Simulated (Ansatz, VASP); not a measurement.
Si2N in VASP and in Ansatz

INCAR

```
SYSTEM = Si2N
  PREC = Accurate
  ENCUT = 520
  EDIFF = 1E-6
  ISMEAR = 0
  SIGMA = 0.1
  LREAL = .FALSE.
  LASPH = .TRUE.
  NELM = 150
  ALGO = Normal
  ISIF = 2
  LWAVE = .FALSE.
  LCHARG = .FALSE.
  ISPIN = 2
  MAGMOM = 0 0 1
  LORBIT = 11
  GGA = PE
  NBANDS = 18
```

The input KPOINTS:

```
regular mesh
0
G
  6 6 6
  0 0 0
```

POSCAR

```
Si2N
1.0
    4.0785652900      0.0000000000      0.0000000000
   -2.0392826500      3.5321411500      0.0000000000
    0.0000000000      0.0000000000      2.8377062800
Si N
2 1
Direct
    0.3333333300      0.6666666700      0.5000000000
    0.6666666700      0.3333333300      0.5000000000
    0.0000000000      0.0000000000      0.0000000000
```

Input for Ansatz:

```yaml
crystal:
  lattice:
    - [4.07856529, 0.0, 0.0]
    - [-2.03928265, 3.53214115, 0.0]
    - [0.0, 0.0, 2.83770628]
  atoms:
    - { symbol: Si, position: [0.33333333, 0.66666667, 0.5] }
    - { symbol: Si, position: [0.66666667, 0.33333333, 0.5] }
    - { symbol: "N", position: [0.0, 0.0, 0.0], spin: 1.0 }
basis:
  ecutwfc: 420
kpoints:
  mp_grid: { grid: [6, 6, 6] }
hamiltonian:
  xc: pbe
scf:
  occupations: { method: gaussian, width: 0.1 }
  lower_state_search: "off"
output:
  forces: true
  stress: true
  eigenvalues: true
  populations: true
magnetization:
  spin_polarized: true
```

Change from the starting cell: species swapped into the PrCd2 type (P6/mmm, No. 191).

Alike in both runs: task single point; functional PBE; k mesh 6 × 6 × 6; occupations gaussian, width 0.1 eV; collinear spin.

|  | VASP | Ansatz |
| --- | --- | --- |
| version | VASP 6.6.1 | Ansatz 0.2.0 |
| potentials or method | VASP PAW PBE potentials, release 64 (Si, N) | scalar-relativistic, plane waves, PAW |
| plane-wave cutoff (eV) | 520 | 420 |
| valence electrons in the cell | 13 | 13 |

Ansatz gave:

| Quantity | Value |
| --- | --- |
| gap on the k mesh at the Fermi level (eV) | none |
| pressure (GPa) | -5.7 |
| largest component of the traceless stress (GPa) | 3.15 |
| net moment per atom (μB) | 0.24 |
| size of the moment on the site where the two differ most (μB) | 0.65 |

Problem. Which values does VASP return?

Solution. gap on the k mesh at the Fermi level (eV): none; pressure (GPa): -5.8; largest component of the traceless stress (GPa): 3.19; net moment per atom (μB): 0.24; size of the moment on the site where the two differ most (μB): 0.49.

Site moments also hang on the region over which each program counts them. A gap of «none» marks a metal or a gap that the smearing closes.

Caveats: the k mesh is coarse (spacing up to 0.37 Å⁻¹), so the values aren't converged.
